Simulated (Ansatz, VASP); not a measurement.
ScAl3 in VASP and in Ansatz

INCAR

```
ALGO     = Normal         # electronic algorithm
EDIFF    = 1E-6           # SCF threshold, eV
EDIFFG   = -0.01          # ionic threshold
ENCUT    = 600            # plane-wave cutoff, eV
GGA      = PS             # functional
IBRION   = 2              # ionic algorithm
ISIF     = 3              # what is computed and relaxed
ISMEAR   = -1             # smearing method
LASPH    = True           # aspherical terms in the spheres
LCHARG   = False          # write CHGCAR
LREAL    = False          # projectors in reciprocal space
LWAVE    = False          # write WAVECAR
NELM     = 100            # most SCF steps
NSW      = 60             # ionic steps
PREC     = Accurate       # precision mode
SIGMA    = 0.1            # smearing width, eV
```

The input KPOINTS:

```
k-points
0
Gamma
  6 6 6
```

Contents of POSCAR:

```
ScAl3
1.0
    4.0878070000      0.0000000000      0.0000000000
    0.0000000000      4.0878070000      0.0000000000
    0.0000000000      0.0000000000      4.0878070000
Sc Al
1 3
Direct
    0.0000000000      0.0000000000      0.0000000000
    0.5000000000      0.0000000000      0.5000000000
    0.0000000000      0.5000000000      0.5000000000
    0.5000000000      0.5000000000      0.0000000000
```

Input for Ansatz:

```yaml
crystal:
  lattice:
    - [4.087807, 0.0, 0.0]
    - [0.0, 4.087807, 0.0]
    - [0.0, 0.0, 4.087807]
  atoms:
    - { symbol: Sc, position: [0.0, 0.0, 0.0] }
    - { symbol: Al, position: [0.5, 0.0, 0.5] }
    - { symbol: Al, position: [0.0, 0.5, 0.5] }
    - { symbol: Al, position: [0.5, 0.5, 0.0] }
basis:
  ecutwfc: 557.833418042754
kpoints:
  mp_grid:
    grid: [6, 6, 6]
hamiltonian:
  xc: pbesol
  dispersion: none
scf:
  occupations:
    method: fermi_dirac
    width: 0.1
relax:
  max_steps: 40
  cell: {}
```

The cell is a database's computed one.

Alike in both runs: task relaxation of cell and atoms; functional PBEsol; k mesh 6 × 6 × 6; occupations fermi-dirac, width 0.1 eV; no spin polarisation.

```csv
,VASP,Ansatz
version,VASP 6.6.1,Ansatz 0.2.0
potentials or method,"VASP PAW PBE potentials, release 64 (Sc_sv, Al)","plane waves, PAW"
plane-wave cutoff (eV),600,558
valence electrons in the cell,20,20
```

```tsv
	VASP	Ansatz	Ansatz less VASP
relaxed volume (Å³/atom)	16.91	16.88	-0.025
relaxed cell length with the largest relative difference (Å)	4.074	4.072	-0.0020
```

Caveats: the PAW data sets were made with another functional, which shifts forces and pressure a little (VASP).
